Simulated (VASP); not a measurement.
# BaTiO3 (Pm-3m) in VASP: further runs

The runs below take BaTiO3 through single point, with PBE.

Program: VASP 6.6.1. These are calculated values, not measurements. Logs are shortened: lines on timing, memory, paths and dates and some standing lists are left out, and cuts for length are marked.

### Step 1. The structure

Symmetry: Pm-3m, No. 221, cubic system. Conventional cell: a = 4.006 Å, b = 4.006 Å, c = 4.006 Å, α = 90.00°, β = 90.00°, γ = 90.00°. Ba (site symmetry m-3m) is surrounded by 12 O at 2.83 Å. Around Ti (site symmetry m-3m) lie 6 O at 2.00 Å. O (site symmetry 4/mmm) is surrounded by 2 Ti at 2.00 Å.

### Step 2. Single point, PBE

Input file INCAR:

```
PREC = Accurate
ENCUT = 900
EDIFF = 1E-7
ISMEAR = 0
SIGMA = 0.05
LREAL = F
LASPH = T
NELM = 100
ALGO = Normal
ISIF = 2
LWAVE = F
LCHARG = F
GGA = PE
NBANDS = 28
ADDGRID = F
```

Input file KPOINTS:

```
regular mesh
0
Gamma
  7 7 7
```

Input file POSCAR:

```
BaTiO3
1.0
    4.0060000000      0.0000000000      0.0000000000
    0.0000000000      4.0060000000      0.0000000000
    0.0000000000      0.0000000000      4.0060000000
Ba Ti O
1 1 3
Direct
    0.5000000000      0.5000000000      0.5000000000
    0.0000000000      0.0000000000      0.0000000000
    0.0000000000      0.0000000000      0.5000000000
    0.0000000000      0.5000000000      0.0000000000
    0.5000000000      0.0000000000      0.0000000000
```

Potentials or basis: VASP PAW PBE potentials, release 64 (Ba_sv, Ti_sv, O).

Command:

```bash
$ cat potpaw_PBE.64/Ba_sv/POTCAR potpaw_PBE.64/Ti_sv/POTCAR potpaw_PBE.64/O/POTCAR > POTCAR
$ mpirun -np 1 vasp_std > vasp.out
```

OUTCAR:

```text
PREC = Accurate
   ENCUT = 900
   EDIFF = 1E-7
   ISMEAR = 0
   LREAL = F
   LASPH = T
   NELM = 100
   ISIF = 2
   GGA = PE

 Found     20 irreducible k-points:

 Following reciprocal coordinates:
            Coordinates               Weight
  0.000000  0.000000  0.000000      1.000000
  0.142857  0.000000  0.000000      6.000000
  0.285714  0.000000  0.000000      6.000000
  0.428571  0.000000  0.000000      6.000000
  0.142857  0.142857  0.000000     12.000000
  0.285714  0.142857  0.000000     24.000000
   k-points           NKPTS =     20   k-points in BZ     NKDIM =     20   number of bands    NBANDS=     28
   number of dos      NEDOS =    301   number of ions     NIONS =      5
   total plane-waves  NPLWV =  64000
   dimension x,y,z NGX =    40 NGY =   40 NGZ =   40
   dimension x,y,z NGXF=    80 NGYF=   80 NGZF=   80
   ions per type =               1   1   3
   NGX,Y,Z   is equivalent  to a cutoff of  16.60, 16.60, 16.60 a.u.
   NGXF,Y,Z  is equivalent  to a cutoff of  33.20, 33.20, 33.20 a.u.
 SYSTEM =  unknown system
   PREC   = accura    normal or accurate (medium, high low for compatibility)
   ISTART =      0    job   : 0-new  1-cont  2-samecut
   ICHARG =      2    charge: 1-file 2-atom 10-const
   ISPIN  =      1    spin polarized calculation?
   LNONCOLLINEAR =      F non collinear calculations
   LSORBIT =      F    spin-orbit coupling
   LASPH  =      T    aspherical Exc in radial PAW
   ENCUT  =  900.0 eV  66.15 Ry    8.13 a.u.   9.80  9.80  9.80*2*pi/ulx,y,z
   NELM   =    100;   NELMIN=  2; NELMDL= -5     # of ELM steps
   EDIFF  = 0.1E-06   stopping-criterion for ELM
   LREAL  =      F    real-space projection
   EDIFFG = 0.1E-05   stopping-criterion for IOM
   NSW    =      0    number of steps for IOM
   IBRION =     -1    ionic relax: 0-MD 1-quasi-New 2-CG
   NFREE  =      0    steps in history (QN), initial steepest desc. (CG)
   ISIF   =      2    stress and relaxation
   ISYM   =      2    0-nonsym 1-usesym 2-fastsym
   POTIM  = 0.5000    time-step for ionic-motion
   TEBEG  =    0.0;   TEEND  =   0.0 temperature during run
   PSTRESS=    0.0 pullay stress
   NELECT =      40.0000    total number of electrons
   NUPDOWN=      -1.0000    fix difference up-down
   EMIN   =  10.00;   EMAX   =-10.00  energy-range for DOS
   EFERMI =   0.00;   METHOD = LEGACY
   ISMEAR =     0;   SIGMA  =   0.05  broadening in eV -4-tet -1-fermi 0-gaus
   EFERMI_NEDOS =   21; number of points for ismear=-14 and -15
   IALGO  =     38    algorithm
   IMIX   =      4    mixing-type and parameters
     AMIX     =   0.40;   BMIX     =  1.00
     AMIX_MAG =   1.60;   BMIX_MAG =  1.00
  volume/ion in A,a.u.               =      12.86        86.77
  Fermi-wavevector in a.u.,A,eV,Ry     =   1.397603  2.641087 26.576187  1.953295
  Thomas-Fermi vector in A             =   2.520843
   LORBIT       =      0    0 simple, 1 ext, 2 COOP (PROOUT), +10 PAW based schemes
   GGA     = PE    functional components
   LHFCALC =     F    Hartree Fock is set to
   AEXX    =    0.0000 exact exchange contribution
   IVDW    =     0    specifies the selected vdW correction
   LEPSILON=     F    determine dielectric tensor
   LRPA    =     F    only Hartree local field effects (RPA)
 non-spin polarized calculation
 Gauss-broadening in eV      SIGMA  =   0.05
  energy-cutoff  :      900.00
  volume of cell :       64.29
 maximum number of plane-waves:      3962
 NGX is ok and might be reduce to    40
   NGX = 19   NGY = 19   NGZ = 19

 number of electron      40.0000004 magnetization

 Free energy of the ion-electron system (eV)
  ---------------------------------------------------
  ext. energy  EPLUGINS =         0.00000000
  ---------------------------------------------------
  free energy    TOTEN  =       -39.99180969 eV

  energy without entropy =      -39.99180969  energy(sigma->0) =      -39.99180969

 E-fermi :   4.0243     XC(G=0): -11.2458

 val. band max:        3.7492966296   @ k =   0.4286   0.4286   0.4286
 cond. band min:       5.5505416149   @ k =   0.0000   0.0000   0.0000
 fundamental gap:      1.8012449853
 Fermi energy:         4.0243145112

 k-point     1 :       0.0000    0.0000    0.0000
  band No.  band energies     occupation
      1     -52.8402      2.00000
      2     -29.0493      2.00000
      3     -29.0493      2.00000
      4     -29.0493      2.00000
      5     -21.0060      2.00000
      6     -13.0742      2.00000
[... 20 lines left out ...]
     27       8.8603      0.00000
     28      11.1714      0.00000

 k-point     2 :       0.1429    0.0000    0.0000
  band No.  band energies     occupation
      1     -52.8400      2.00000
      2     -29.0590      2.00000
      3     -29.0489      2.00000
      4     -29.0489      2.00000
      5     -20.9842      2.00000
      6     -13.0856      2.00000
[... 20 lines left out ...]
     27       9.2581      0.00000
     28      11.6568      0.00000

 k-point     3 :       0.2857    0.0000    0.0000
  band No.  band energies     occupation
      1     -52.8396      2.00000
      2     -29.0808      2.00000
      3     -29.0481      2.00000
      4     -29.0481      2.00000
      5     -20.9346      2.00000
      6     -13.1737      2.00000
[... 20 lines left out ...]
     27      10.2592      0.00000
     28      12.1325      0.00000

 k-point     4 :       0.4286    0.0000    0.0000
  band No.  band energies     occupation
      1     -52.8393      2.00000
      2     -29.0982      2.00000
      3     -29.0474      2.00000
      4     -29.0474      2.00000
      5     -20.8940      2.00000
      6     -13.2800      2.00000
[... 20 lines left out ...]
     27      11.2355      0.00000
     28      12.0168      0.00000

 k-point     5 :       0.1429    0.1429    0.0000
  band No.  band energies     occupation
      1     -52.8398      2.00000
      2     -29.0589      2.00000
      3     -29.0584      2.00000
      4     -29.0485      2.00000
      5     -20.9639      2.00000
      6     -13.0737      2.00000
[... 20 lines left out ...]
     27       9.6442      0.00000
     28      11.8964      0.00000

 k-point     6 :       0.2857    0.1429    0.0000
  band No.  band energies     occupation
      1     -52.8394      2.00000
      2     -29.0803      2.00000
      3     -29.0577      2.00000
      4     -29.0477      2.00000
      5     -20.9175      2.00000
      6     -13.1123      2.00000
[... 20 lines left out ...]
     27      10.6327      0.00000
     28      12.4007      0.00000

 [... further k-points ...]
[... 5 lines left out ...]
  --------------------------------------------------------------------------------------
  -------------------------------------------------------------------------------------
  Total        1.4134326      1.4134326      1.4134326      0.0000000      0.0000000     -0.0000000
  in kB       35.2251508     35.2251508     35.2251508      0.0000000      0.0000000     -0.0000000
  external PRESSURE =      35.2251508 kB  Pullay stress =       0.0000000 kB

 VOLUME and BASIS-vectors are now :
 -----------------------------------------------------------------------------
  energy-cutoff  :      900.00
  volume of cell :       64.29
      direct lattice vectors                 reciprocal lattice vectors
     4.006000000  0.000000000  0.000000000     0.249625562  0.000000000  0.000000000
     0.000000000  4.006000000  0.000000000     0.000000000  0.249625562  0.000000000
     0.000000000  0.000000000  4.006000000     0.000000000  0.000000000  0.249625562

 POSITION                                       TOTAL-FORCE (eV/Angst)
 -----------------------------------------------------------------------------------
      2.00300      2.00300      2.00300         0.000000      0.000000      0.000000
      0.00000      0.00000      0.00000         0.000000      0.000000      0.000000
      0.00000      0.00000      2.00300         0.000000      0.000000      0.000000
      0.00000      2.00300      0.00000         0.000000      0.000000      0.000000
      2.00300      0.00000      0.00000         0.000000      0.000000      0.000000
 -----------------------------------------------------------------------------------
    total drift:                                0.000000      0.000000     -0.000000

  FREE ENERGIE OF THE ION-ELECTRON SYSTEM (eV)
  ---------------------------------------------------
  free  energy   TOTEN  =       -39.9918096882 eV

  energy  without entropy=      -39.9918096882  energy(sigma->0) =      -39.99180969
```

It took 48 s on 1 thread of Intel Xeon 6975P-C (Granite Rapids), shared host; peak memory 0.29 GiB.

These settings aren't checked as converged: the numbers below hold their error.

Results:

| Item | Value |
| --- | --- |
| Free energy | -39.9918 eV |
| Pressure | 3.5 GPa |
| Band gap on the k mesh | 1.80 eV, indirect (least direct gap 1.89 eV) |

Caveat: spin-orbit coupling is left out, which moves the levels of the heavy elements; an odd mesh through Γ misses points on the zone boundary, where band edges often lie.

### Step 3. Single point, PBE

INCAR: that of step 2 with these lines changed.

```diff
@@ -1,3 +1,3 @@
 PREC = Accurate
-ENCUT = 900
+ENCUT = 340
 EDIFF = 1E-7
```

Input file KPOINTS:

```
regular mesh
0
Gamma
  2 2 2
```

POSCAR is that of step 2.

Potentials or basis: VASP PAW PBE potentials, release 64 (Ba_sv, Ti_sv, O).

Command:

```bash
$ cat potpaw_PBE.64/Ba_sv/POTCAR potpaw_PBE.64/Ti_sv/POTCAR potpaw_PBE.64/O/POTCAR > POTCAR
$ mpirun -np 1 vasp_std > vasp.out
```

Wall time 4.2 s (1 thread of Intel Xeon 6975P-C (Granite Rapids), shared host); peak memory 0.13 GiB.

The run converged, but a check on its numbers failed (symmetry, net force, bounds or a known fault of this set-up), so they aren't taken as properties of the crystal.

Caveat: the k mesh is coarse (spacing up to 0.78 Å⁻¹), so the values aren't converged; the cutoff lies under the usual one of these potentials, so the numbers hold a large basis-set error; spin-orbit coupling is left out, which moves the levels of the heavy elements.

### Step 4. Single point, PBE

INCAR: that of step 3 with these lines changed.

```diff
@@ -1,3 +1,3 @@
 PREC = Accurate
-ENCUT = 340
+ENCUT = 460
 EDIFF = 1E-7
```

KPOINTS is that of step 3.

POSCAR is that of step 3.

Potentials or basis: VASP PAW PBE potentials, release 64 (Ba_sv, Ti_sv, O).

Command:

```bash
$ cat potpaw_PBE.64/Ba_sv/POTCAR potpaw_PBE.64/Ti_sv/POTCAR potpaw_PBE.64/O/POTCAR > POTCAR
$ mpirun -np 1 vasp_std > vasp.out
```

OUTCAR:

```text
PREC = Accurate
   ENCUT = 460
   EDIFF = 1E-7
   ISMEAR = 0
   LREAL = F
   LASPH = T
   NELM = 100
   ISIF = 2
   GGA = PE

 Found      4 irreducible k-points:

 Following reciprocal coordinates:
            Coordinates               Weight
  0.000000  0.000000  0.000000      1.000000
  0.500000  0.000000  0.000000      3.000000
  0.500000  0.500000  0.000000      3.000000
[... 200 lines left out ...]

  FORCE on cell =-STRESS in cart. coord.  units (eV):
  Direction    XX          YY          ZZ          XY          YZ          ZX
  --------------------------------------------------------------------------------------
  -------------------------------------------------------------------------------------
  Total        2.0719867      2.0719867      2.0719867      0.0000000      0.0000000      0.0000000
  in kB       51.6374398     51.6374398     51.6374398      0.0000000      0.0000000      0.0000000
  external PRESSURE =      51.6374398 kB  Pullay stress =       0.0000000 kB

 VOLUME and BASIS-vectors are now :
 -----------------------------------------------------------------------------
  energy-cutoff  :      460.00
  volume of cell :       64.29
      direct lattice vectors                 reciprocal lattice vectors
     4.006000000  0.000000000  0.000000000     0.249625562  0.000000000  0.000000000
     0.000000000  4.006000000  0.000000000     0.000000000  0.249625562  0.000000000
     0.000000000  0.000000000  4.006000000     0.000000000  0.000000000  0.249625562

 POSITION                                       TOTAL-FORCE (eV/Angst)
 -----------------------------------------------------------------------------------
      2.00300      2.00300      2.00300         0.000000      0.000000      0.000000
      0.00000      0.00000      0.00000         0.000000      0.000000      0.000000
      0.00000      0.00000      2.00300         0.000000      0.000000      0.000000
      0.00000      2.00300      0.00000         0.000000      0.000000      0.000000
      2.00300      0.00000      0.00000         0.000000      0.000000      0.000000
 -----------------------------------------------------------------------------------
    total drift:                               -0.000000      0.000000     -0.000000

  FREE ENERGIE OF THE ION-ELECTRON SYSTEM (eV)
  ---------------------------------------------------
  free  energy   TOTEN  =       -39.1947489606 eV

  energy  without entropy=      -39.1947489606  energy(sigma->0) =      -39.19474896
```

OSZICAR:

```text
N       E                     dE             d eps       ncg     rms          rms(c)
DAV:   1     0.390799349845E+03    0.39080E+03   -0.18574E+04   224   0.138E+03
DAV:   2    -0.130205094339E+02   -0.40382E+03   -0.38438E+03   260   0.393E+02
DAV:   3    -0.491574239338E+02   -0.36137E+02   -0.35766E+02   260   0.123E+02
DAV:   4    -0.507879210697E+02   -0.16305E+01   -0.16269E+01   324   0.234E+01
DAV:   5    -0.508230632644E+02   -0.35142E-01   -0.35130E-01   296   0.324E+00    0.228E+01
DAV:   6    -0.392174150035E+02    0.11606E+02   -0.59253E+01   276   0.633E+01    0.853E+00
DAV:   7    -0.392595317321E+02   -0.42117E-01   -0.58435E+00   268   0.165E+01    0.562E+00
DAV:   8    -0.392493842197E+02    0.10148E-01   -0.12831E+00   276   0.952E+00    0.246E+00
DAV:   9    -0.392022992186E+02    0.47085E-01   -0.13600E-01   264   0.416E+00    0.892E-01
DAV:  10    -0.392016729024E+02    0.62632E-03   -0.57487E-02   244   0.152E+00    0.740E-01
DAV:  11    -0.391948715726E+02    0.68013E-02   -0.25189E-02   280   0.154E+00    0.101E-01
DAV:  12    -0.391949273646E+02   -0.55792E-04   -0.79104E-04   236   0.211E-01    0.102E-01
DAV:  13    -0.391947465730E+02    0.18079E-03   -0.80962E-04   280   0.234E-01    0.103E-02
DAV:  14    -0.391947497420E+02   -0.31691E-05   -0.31103E-05   272   0.398E-02    0.744E-03
DAV:  15    -0.391947501379E+02   -0.39584E-06   -0.57175E-06   272   0.222E-02    0.746E-03
DAV:  16    -0.391947489254E+02    0.12125E-05   -0.34277E-06   288   0.150E-02    0.928E-04
DAV:  17    -0.391947489606E+02   -0.35208E-07   -0.10761E-07   164   0.251E-03
   1 F= -.39194749E+02 E0= -.39194749E+02  d E =-.141192E-27
```

It took 5.6 s on 1 thread of Intel Xeon 6975P-C (Granite Rapids), shared host; peak memory 0.15 GiB.

These settings aren't checked as converged: the numbers below hold their error.

Results:

```yaml
Free_energy: -39.1947 eV
Pressure: 5.2 GPa
Band_gap_on_the_k_mesh: 1.35 eV, indirect (least direct gap 1.50 eV)
```

Caveat: the k mesh is coarse (spacing up to 0.78 Å⁻¹), so the values aren't converged; the cutoff is under 1.25 times the usual one of these potentials, so pressure, stress and relaxed cells hold a basis-set (Pulay) error; spin-orbit coupling is left out, which moves the levels of the heavy elements.

### Step 5. Single point, PBE

INCAR: that of step 4 with these lines changed.

```diff
@@ -1,3 +1,3 @@
 PREC = Accurate
-ENCUT = 460
+ENCUT = 520
 EDIFF = 1E-7
```

KPOINTS is that of step 4.

POSCAR is that of step 4.

Command:

```bash
$ cat potpaw_PBE.64/Ba_sv/POTCAR potpaw_PBE.64/Ti_sv/POTCAR potpaw_PBE.64/O/POTCAR > POTCAR
$ mpirun -np 1 vasp_std > vasp.out
```

Wall time 7 s (1 thread of Intel Xeon 6975P-C (Granite Rapids), shared host); peak memory 0.16 GiB.

These settings aren't checked as converged: the numbers below hold their error.

What came out:

```yaml
Free_energy: -39.1854 eV
Pressure: 5.9 GPa
Band_gap_on_the_k_mesh: 1.35 eV, indirect (least direct gap 1.50 eV)
```

Caveat: the k mesh is coarse (spacing up to 0.78 Å⁻¹), so the values aren't converged; spin-orbit coupling is left out, which moves the levels of the heavy elements.

### Step 6. Single point, PBE

INCAR: that of step 5 with these lines changed.

```diff
@@ -1,3 +1,3 @@
 PREC = Accurate
-ENCUT = 520
+ENCUT = 340
 EDIFF = 1E-7
```

Input file KPOINTS:

```
regular mesh
0
Gamma
  3 3 3
```

POSCAR is that of step 5.

Potentials or basis: VASP PAW PBE potentials, release 64 (Ba_sv, Ti_sv, O).

Command:

```bash
$ cat potpaw_PBE.64/Ba_sv/POTCAR potpaw_PBE.64/Ti_sv/POTCAR potpaw_PBE.64/O/POTCAR > POTCAR
$ mpirun -np 1 vasp_std > vasp.out
```

Run time: 4.3 s. Hardware: 1 thread of Intel Xeon 6975P-C (Granite Rapids), shared host; peak memory 0.13 GiB.

The run converged, but a check on its numbers failed (symmetry, net force, bounds or a known fault of this set-up), so they aren't taken as properties of the crystal.

Caveat: the k mesh is coarse (spacing up to 0.52 Å⁻¹), so the values aren't converged; the cutoff lies under the usual one of these potentials, so the numbers hold a large basis-set error; spin-orbit coupling is left out, which moves the levels of the heavy elements; an odd mesh through Γ misses points on the zone boundary, where band edges often lie.
